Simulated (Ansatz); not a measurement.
**Contact densities of Cl against volume**

```
CELL_PARAMETERS angstrom
3.66815 0.00000 0.00000
-1.83407 3.17671 0.00000
0.00000 0.00000 3.92422
ATOMIC_POSITIONS crystal
Cl 0.33333 0.66667 0.25000
Cl 0.66667 0.33333 0.75000
```

Atom numbers follow the list: Cl1, Cl2.

The cell was built from the hcp type and relaxed in the same program, and has space group P6_3/mmc; it needn't be a known or the stable phase.

Computed with DFT, PBE, all-electron PAW with datasets made for the crystal, scalar-relativistic in Ansatz 0.2.0.

Sampling and basis: a Γ-centred 19×19×10 k mesh, Fermi–Dirac smearing of 0.03 eV, cutoff 200 eV (chosen by the program for this cell), no spin polarisation.

The contact density is the mean electron density over the nuclear volume; its changes follow the s electrons' response to bonding and compression. Changes below are taken from the unscaled cell, where it is 24130.7 e/Å³ at Cl1.

The datasets are made afresh for each cell, so very small changes are uncertain.

Question: Does compression raise or lower the contact density at Cl1?

Answer: It raises it, by 0.42 e/Å³ over the whole range.

Question: Tabulate the changes with volume.

Answer: 
| V/V(cell) | P (GPa) | Δρ(0) Cl1 (e/Å³) |
| --- | --- | --- |
| 0.9600 | 1.5 | 0.22 |
| 1.0000 | 0.0 | 0.00 |
| 1.0400 | -1.1 | -0.20 |
